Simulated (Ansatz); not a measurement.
Write the native input for Ansatz 0.2.0 that does the following.

| Quantity | Value |
| --- | --- |
| Task | band structure |
| Functional | LDA |
| Potentials or basis | all-electron LAPW, scalar-relativistic |
| Cutoff | 278 eV (chosen from the basis error) |
| Basis error allowed | 0.001 eV/atom |
| k mesh | 9 × 9 × 9 |
| Occupations | fermi-dirac, width 0.05 eV |
| Spin | collinear spin, ferromagnetic start |
| Starting moments | [2.0, 1.0] μB |

Crystal: TiCo.

```xyz
2
Lattice="2.9861 0.0000 0.0000 0.0000 2.9861 0.0000 0.0000 0.0000 2.9861" Properties=species:S:1:pos:R:3 pbc="T T T"
Co    1.4931    1.4931    1.4931
Ti    0.0000    0.0000    0.0000
```

The cell comes from a database or a generator and needn't be the stable form of this composition.

The input as run:

input.yaml

```yaml
crystal:
  lattice:
    - [2.98611099, 0.0, 0.0]
    - [0.0, 2.98611099, 0.0]
    - [0.0, 0.0, 2.98611099]
  atoms:
    - { symbol: Co, position: [0.5, 0.5, 0.5], spin: 2.0 }
    - { symbol: Ti, position: [0.0, 0.0, 0.0], spin: 1.0 }
kpoints:
  mp_grid: { grid: [9, 9, 9] }
  band_path:
    path:
      - [0.0, 0.0, 0.0]
      - [0.0, 0.5, 0.0]
      - [0.5, 0.5, 0.0]
      - [0.0, 0.0, 0.0]
      - [0.5, 0.5, 0.5]
      - [0.0, 0.5, 0.0]
    npoints: 8
scf:
  occupations: { method: fermi_dirac, width: 0.05 }
hamiltonian:
  xc: lda
  pseudopotentials: { kind: all_electron, lapw: { basis_error: 0.001 } }
magnetization:
  spin_polarized: true
output:
  forces: true
  stress: true
  eigenvalues: true
```

Potentials or basis: all-electron LAPW, scalar-relativistic.

The run is started by

```console
$ ansatz run input.yaml --threads 2 --pin off --max-ram 6144MiB --backend cpu --events-out ev --progress --plain --runs-dir out
```

It gave:

```yaml
Pressure: -14.7 GPa
Band_gap_along_the_path: none (metal or under the smearing width)
Net_moment: 0.49 μB per cell
Absolute_moment: 0.59 μB per cell
Site_moments: Co +0.54; Ti -0.02 μB
```

It took 7.7 s on 2 threads of Intel(R) Xeon(R) 6975P-C (Granite Rapids), with other jobs on the host, peak memory 0.46 GiB.
